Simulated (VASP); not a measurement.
# P (Cmce) in VASP: notebook

Runs on P. Level: LDA. Tasks: equation of state.

All numbers are computed with VASP 6.6.1; they aren't measurements. Logs are shortened: lines on timing, memory, paths and dates and some standing lists are left out, and cuts for length are marked.

## (1) Starting point

The structure is orthorhombic, space group Cmce (No. 64). Conventional cell: a = 3.301 Å, b = 10.137 Å, c = 4.147 Å, α = 90.00°, β = 90.00°, γ = 90.00°. P (site symmetry m) has 3 P at 2.21 to 2.24 Å as nearest neighbours.

## (2) Equation of state, LDA, 16.65 Å³/atom (a relaxed cell with its volume scaled by 0.96)

INCAR reads:

```
ALGO     = Normal         # electronic algorithm
EDIFF    = 1E-7           # SCF threshold, eV
ENCUT    = 520            # plane-wave cutoff, eV
GGA      = CA             # functional
ISIF     = 2              # what is computed and relaxed
ISMEAR   = 0              # smearing method
KPAR     = 2            
LASPH    = True           # aspherical terms in the spheres
LCHARG   = False          # write CHGCAR
LREAL    = False          # projectors in reciprocal space
LWAVE    = False          # write WAVECAR
NELM     = 100            # most SCF steps
PREC     = Accurate       # precision mode
SIGMA    = 0.02           # smearing width, eV
```

KPOINTS reads:

```
k-points
0
Gamma
  8 8 6
```

POSCAR reads:

```
P                                       
1.0
    1.6283713049     -5.0002208056      0.0000000000
    1.6283713049      5.0002208056     -0.0000000000
    0.0000000000      0.0000000000      4.0905332001
  P             
     4
Direct
     0.8935571923545319    0.1064428076454683    0.5719647734102630
     0.1064428076454683    0.8935571923545319    0.4280352265897369
     0.6064428076454681    0.3935571923545315    0.0719647734102632
     0.3935571923545315    0.6064428076454682    0.9280352265897370
```

Potentials or basis: VASP PAW LDA potentials, release 64 (P).

Command:

```
> cat potpaw_LDA.64/P/POTCAR > POTCAR
> mpirun -np 2 vasp_std > vasp.out
```

OUTCAR:

```text
EDIFF = 1E-7
   ENCUT = 520
   GGA = CA
   ISIF = 2
   ISMEAR = 0
   LASPH = True
   LREAL = False
   NELM = 100
   PREC = Accurate

 ion  position               nearest neighbor table
   1  0.894  0.106  0.572-   4 2.18   4 2.18   2 2.21
   2  0.106  0.894  0.428-   3 2.18   3 2.18   1 2.21
   3  0.606  0.394  0.072-   2 2.18   2 2.18   4 2.21
   4  0.394  0.606  0.928-   1 2.18   1 2.18   3 2.21

  LATTYP: Found a base centered orthorhombic cell.
 ALAT       =     3.2567426098
 B/A-ratio  =     3.0706883562
 C/A-ratio  =     1.2560197996

  Lattice vectors:

 A1 = (   1.6283713049,  -5.0002208056,   0.0000000000)
 A2 = (   1.6283713049,   5.0002208056,   0.0000000000)
 A3 = (   0.0000000000,   0.0000000000,   4.0905332001)

Analysis of symmetry for initial positions (statically):
=====================================================================
 Subroutine PRICEL returns:
 Original cell was already a primitive cell.

 Routine SETGRP: Setting up the symmetry group for a
 base centered orthorhombic supercell.

 Subroutine GETGRP returns: Found  8 space group operations
 (whereof  4 operations were pure point group operations)
 out of a pool of  8 trial point group operations.

The static configuration has the point symmetry C_2h.
 The point group associated with its full space group is D_2h.

Analysis of symmetry for dynamics (positions and initial velocities):
=====================================================================
 Subroutine PRICEL returns:
 Original cell was already a primitive cell.

 Routine SETGRP: Setting up the symmetry group for a
 base centered orthorhombic supercell.

 Subroutine GETGRP returns: Found  8 space group operations
 (whereof  4 operations were pure point group operations)
 out of a pool of  8 trial point group operations.

The dynamic configuration has the point symmetry C_2h.
 The point group associated with its full space group is D_2h.

 Subroutine INISYM returns: Found  8 space group operations
 (whereof  4 operations are pure point group operations),
 and found     1 'primitive' translations

----------------------------------------------------------------------------------------

                                     Primitive cell

  volume of cell :      66.6120

  direct lattice vectors                    reciprocal lattice vectors
     1.628371305 -5.000220806  0.000000000     0.307055276 -0.099995584  0.000000000
     1.628371305  5.000220806  0.000000000     0.307055276  0.099995584  0.000000000
     0.000000000  0.000000000  4.090533200     0.000000000  0.000000000  0.244466907
[... 104 lines left out ...]
   EFERMI_NEDOS =   21; number of points for ismear=-14 and -15
   IALGO  =     38    algorithm
   IMIX   =      4    mixing-type and parameters
     AMIX     =   0.40;   BMIX     =  1.00
     AMIX_MAG =   1.60;   BMIX_MAG =  1.00
  volume/ion in A,a.u.               =      16.65       112.38
  Fermi-wavevector in a.u.,A,eV,Ry     =   1.096227  2.071569 16.350318  1.201714
  Thomas-Fermi vector in A             =   2.232566
   LORBIT       =      0    0 simple, 1 ext, 2 COOP (PROOUT), +10 PAW based schemes
   GGA     = CA    functional components
   LHFCALC =     F    Hartree Fock is set to
   AEXX    =    0.0000 exact exchange contribution
   IVDW    =     0    specifies the selected vdW correction
   LEPSILON=     F    determine dielectric tensor
   LRPA    =     F    only Hartree local field effects (RPA)
 non-spin polarized calculation
 Gauss-broadening in eV      SIGMA  =   0.02
  energy-cutoff  :      520.00
  volume of cell :       66.61
 maximum number of plane-waves:      1809
   NGX = 19   NGY = 19   NGZ = 15

 number of electron      19.9999999 magnetization

 Free energy of the ion-electron system (eV)
  ---------------------------------------------------
  ext. energy  EPLUGINS =         0.00000000
  ---------------------------------------------------
  free energy    TOTEN  =       -24.07910200 eV

  energy without entropy =      -24.07897624  energy(sigma->0) =      -24.07903912

 E-fermi :   7.9757     XC(G=0): -10.6876

 val. band max:        7.9752471344   @ k =   0.5000   0.3750   0.0000
 cond. band min:       8.0312575932   @ k =   0.3750   0.2500   0.0000
 fundamental gap:      0.0560104588
 Fermi energy:         7.9756646574

 k-point     1 :       0.0000    0.0000    0.0000
  band No.  band energies     occupation
      1      -8.4521      2.00000
      2      -4.8650      2.00000
      3      -1.1681      2.00000
      4       0.3103      2.00000
      5       2.6039      2.00000
      6       3.8179      2.00000
      7       4.0978      2.00000
      8       4.9919      2.00000
      9       5.3063      2.00000
     10       6.5542      2.00000
     11       8.9523      0.00000
     12       9.2036      0.00000
     13       9.8983      0.00000
     14      11.6632      0.00000
[... 377 lines left out ...]
      1      -7.4377      2.00000
      2      -4.4259      2.00000
      3      -2.1259      2.00000
      4       0.6674      2.00000
      5       1.4357      2.00000
      6       1.7801      2.00000
      7       3.7446      2.00000
      8       4.5627      2.00000
      9       5.7219      2.00000
     10       6.3355      2.00000
     11       9.1200      0.00000
     12       9.7359      0.00000
     13      10.6939      0.00000
     14      11.7776      0.00000

 [... further k-points ...]

------------------------ aborting loop because EDIFF is reached ----------------------------------------

  FORCE on cell =-STRESS in cart. coord.  units (eV):
  Direction    XX          YY          ZZ          XY          YZ          ZX
  --------------------------------------------------------------------------------------
  -------------------------------------------------------------------------------------
  Total        2.0426090      1.6104379      1.5606935      0.0000000      0.0000000      0.0000000
  in kB       49.1296066     38.7348622     37.5383929      0.0000000      0.0000000      0.0000000
  external PRESSURE =      41.8009539 kB  Pullay stress =       0.0000000 kB

 VOLUME and BASIS-vectors are now :
 -----------------------------------------------------------------------------
  energy-cutoff  :      520.00
  volume of cell :       66.61
      direct lattice vectors                 reciprocal lattice vectors
     1.628371305 -5.000220806  0.000000000     0.307055276 -0.099995584  0.000000000
     1.628371305  5.000220806  0.000000000     0.307055276  0.099995584  0.000000000
     0.000000000  0.000000000  4.090533200     0.000000000  0.000000000  0.244466907

 POSITION                                       TOTAL-FORCE (eV/Angst)
 -----------------------------------------------------------------------------------
      1.62837     -3.93575      2.33964         0.000000      0.270831     -0.232493
      1.62837      3.93575      1.75089         0.000000     -0.270831      0.232493
      1.62837     -1.06448      0.29437         0.000000     -0.270831     -0.232493
      1.62837      1.06448      3.79616         0.000000      0.270831      0.232493
 -----------------------------------------------------------------------------------
    total drift:                                0.000000     -0.000000     -0.000000

  FREE ENERGIE OF THE ION-ELECTRON SYSTEM (eV)
  ---------------------------------------------------
  free  energy   TOTEN  =       -24.0791020026 eV

  energy  without entropy=      -24.0789762409  energy(sigma->0) =      -24.07903912
```

OSZICAR:

```text
N       E                     dE             d eps       ncg     rms          rms(c)
DAV:   1     0.679252232137E+02    0.67925E+02   -0.89333E+03  2352   0.124E+03
DAV:   2    -0.196857360041E+02   -0.87611E+02   -0.85035E+02  3082   0.189E+02
DAV:   3    -0.242835961110E+02   -0.45979E+01   -0.45353E+01  3206   0.449E+01
DAV:   4    -0.243458286703E+02   -0.62233E-01   -0.62169E-01  2948   0.602E+00
DAV:   5    -0.243469784769E+02   -0.11498E-02   -0.11494E-02  3236   0.743E-01    0.115E+01
DAV:   6    -0.241564588363E+02    0.19052E+00   -0.12991E-01  2850   0.221E+00    0.669E+00
DAV:   7    -0.240806291498E+02    0.75830E-01   -0.18457E-01  3030   0.263E+00    0.453E-01
DAV:   8    -0.240791590931E+02    0.14701E-02   -0.17997E-02  2742   0.955E-01    0.221E-01
DAV:   9    -0.240791273206E+02    0.31772E-04   -0.96464E-04  3180   0.215E-01    0.940E-02
DAV:  10    -0.240791021758E+02    0.25145E-04   -0.14129E-04  2874   0.720E-02    0.410E-02
DAV:  11    -0.240791020311E+02    0.14465E-06   -0.11597E-05  3012   0.264E-02    0.109E-02
DAV:  12    -0.240791020026E+02    0.28523E-07   -0.76195E-07  2992   0.588E-03
   1 F= -.24079102E+02 E0= -.24079039E+02  d E =-.125762E-03
```

stdout:

```text
POSCAR found type information on POSCAR P
 POSCAR found :  1 types and       4 ions
 scaLAPACK will be used
 LDA part: xc-table for (Slater(with rela. corr.)+CA(PZ))
 , standard interpolation
 POSCAR, INCAR and KPOINTS ok, starting setup
 FFT: planning ... GRIDC
 FFT: planning ... GRID_SOFT
 FFT: planning ... GRID
 WAVECAR not read
 entering main loop
```

Run time: 18 s. Hardware: 2 MPI ranks of Intel Xeon 6975P-C (Granite Rapids), shared host; peak memory 0.18 GiB.

Results:

```yaml
Free_energy: -24.0791 eV
Pressure: 4.2 GPa
Largest_force: 0.357 eV/Å
Band_gap_on_the_k_mesh: none (metal or under the smearing width)
```

## (3) Equation of state, LDA, 17.00 Å³/atom (a relaxed cell with its volume scaled by 0.98)

INCAR is that of step 2.

KPOINTS is that of step 2.

POSCAR, as its differences from that of step 2:

```diff
@@ -2,5 +2,5 @@
 1.0
-    1.6283713049     -5.0002208056      0.0000000000
-    1.6283713049      5.0002208056     -0.0000000000
-    0.0000000000      0.0000000000      4.0905332001
+    1.6396018067     -5.0347061767      0.0000000000
+    1.6396018067      5.0347061767     -0.0000000000
+    0.0000000000      0.0000000000      4.1187446654
   P
```

Potentials or basis: VASP PAW LDA potentials, release 64 (P).

Command:

```
> cat potpaw_LDA.64/P/POTCAR > POTCAR
> mpirun -np 2 vasp_std > vasp.out
```

Wall time 19 s (2 MPI ranks of Intel Xeon 6975P-C (Granite Rapids), shared host); peak memory 0.19 GiB.

Results (log left out):

```yaml
Free_energy: -24.1060 eV
Pressure: 2.0 GPa
Largest_force: 0.172 eV/Å
Band_gap_on_the_k_mesh: none (metal or under the smearing width)
```

## (4) Equation of state, LDA, 17.35 Å³/atom

INCAR is that of step 3.

KPOINTS is that of step 3.

POSCAR, as its differences from that of step 3:

```diff
@@ -2,5 +2,5 @@
 1.0
-    1.6396018067     -5.0347061767      0.0000000000
-    1.6396018067      5.0347061767     -0.0000000000
-    0.0000000000      0.0000000000      4.1187446654
+    1.6506805334     -5.0687254937      0.0000000000
+    1.6506805334      5.0687254937     -0.0000000000
+    0.0000000000      0.0000000000      4.1465748654
   P
```

Command:

```
> cat potpaw_LDA.64/P/POTCAR > POTCAR
> mpirun -np 2 vasp_std > vasp.out
```

It took 18 s on 2 MPI ranks of Intel Xeon 6975P-C (Granite Rapids), shared host; peak memory 0.19 GiB.

Results (log left out):

```yaml
Free_energy: -24.1147 eV
Pressure: 0.0 GPa
Band_gap_on_the_k_mesh: none (metal or under the smearing width)
```

## (5) Equation of state, LDA, 17.69 Å³/atom (a relaxed cell with its volume scaled by 1.02)

INCAR is that of step 4.

KPOINTS is that of step 4.

POSCAR, as its differences from that of step 4:

```diff
@@ -2,5 +2,5 @@
 1.0
-    1.6506805334     -5.0687254937      0.0000000000
-    1.6506805334      5.0687254937     -0.0000000000
-    0.0000000000      0.0000000000      4.1465748654
+    1.6616125111     -5.1022941904      0.0000000000
+    1.6616125111      5.1022941904     -0.0000000000
+    0.0000000000      0.0000000000      4.1740364264
   P
```

Command:

```
> cat potpaw_LDA.64/P/POTCAR > POTCAR
> mpirun -np 2 vasp_std > vasp.out
```

Wall time 18 s (2 MPI ranks of Intel Xeon 6975P-C (Granite Rapids), shared host); peak memory 0.19 GiB.

Results (log left out):

| Item | Value |
| --- | --- |
| Free energy | -24.1070 eV |
| Pressure | -1.8 GPa |
| Largest force | 0.159 eV/Å |
| Band gap on the k mesh | none (metal or under the smearing width) |

## (6) Equation of state, LDA, 18.04 Å³/atom (a relaxed cell with its volume scaled by 1.04)

INCAR is that of step 5.

KPOINTS is that of step 5.

POSCAR, as its differences from that of step 5:

```diff
@@ -2,5 +2,5 @@
 1.0
-    1.6616125111     -5.1022941904      0.0000000000
-    1.6616125111      5.1022941904     -0.0000000000
-    0.0000000000      0.0000000000      4.1740364264
+    1.6724025051     -5.1354268993      0.0000000000
+    1.6724025051      5.1354268993     -0.0000000000
+    0.0000000000      0.0000000000      4.2011413185
   P
```

Potentials or basis: VASP PAW LDA potentials, release 64 (P).

Command:

```
> cat potpaw_LDA.64/P/POTCAR > POTCAR
> mpirun -np 2 vasp_std > vasp.out
```

Wall time 17 s (2 MPI ranks of Intel Xeon 6975P-C (Granite Rapids), shared host); peak memory 0.19 GiB.

The run converged. Its results:

```
Free energy            : -24.0846 eV
Pressure               : -3.4 GPa
Largest force          : 0.308 eV/Å
Band gap on the k mesh : none (metal or under the smearing width)
```

## (7) Equation of state, LDA

Potentials or basis: VASP PAW LDA potentials, release 64 (P).

This step only gathers the single runs of the series.

What came out:

| Item | Value |
| --- | --- |
| Equilibrium volume | 17.35 Å³/atom |
| Bulk modulus at fixed shape and positions | 94 GPa |
| Pressure derivative of the bulk modulus | 4.2 (rough: it moves with the points fitted) |

Energy against volume, from the lowest point:
| volume (Å³/atom) | energy (meV/atom) |
| --- | --- |
| 16.653 | 8.89 |
| 17.000 | 2.18 |
| 17.347 | 0.00 |
| 17.694 | 1.91 |
| 18.041 | 7.51 |

Caveat: the cell was scaled at fixed shape and fractional positions, which overstates the stiffness of a crystal with free parameters, most of all of layers and chains.
